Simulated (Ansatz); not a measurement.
The system is KCl.

```xyz
2
Lattice="3.8392 0.0000 0.0000 0.0000 3.8392 0.0000 0.0000 0.0000 3.8392" Properties=species:S:1:pos:R:3 pbc="T T T"
K     0.0000    0.0000    0.0000
Cl    1.9196    1.9196    1.9196
```

Measurements of this composition are mostly on another form, of space group No. 225.

Base run:

```yaml
Program: Ansatz 0.2.0
Functional: PBEsol
Potentials_or_basis: all-electron PAW datasets made for the crystal
Cutoff: 240 eV (chosen from the basis error)
k_mesh: 6 × 6 × 6
Occupations: fermi-dirac, width 0.05 eV
Spin: no spin polarisation
```

Its results: band gap on the k mesh 4.62 eV, indirect (least direct gap 4.83 eV); pressure -1.4 GPa.

Problem. The run is repeated on the same cell with these changes: functional from PBEsol to HSE06; cutoff from 240 eV (chosen from the basis error) to 270 eV (chosen from the basis error). What comes out?

Solution. Band gap on the k mesh 6.12 eV, indirect (least direct gap 6.33 eV); pressure -0.5 GPa.

HSE06 gives the wider gap, since exact exchange removes part of the self-interaction.

A k mesh can miss the band edges.
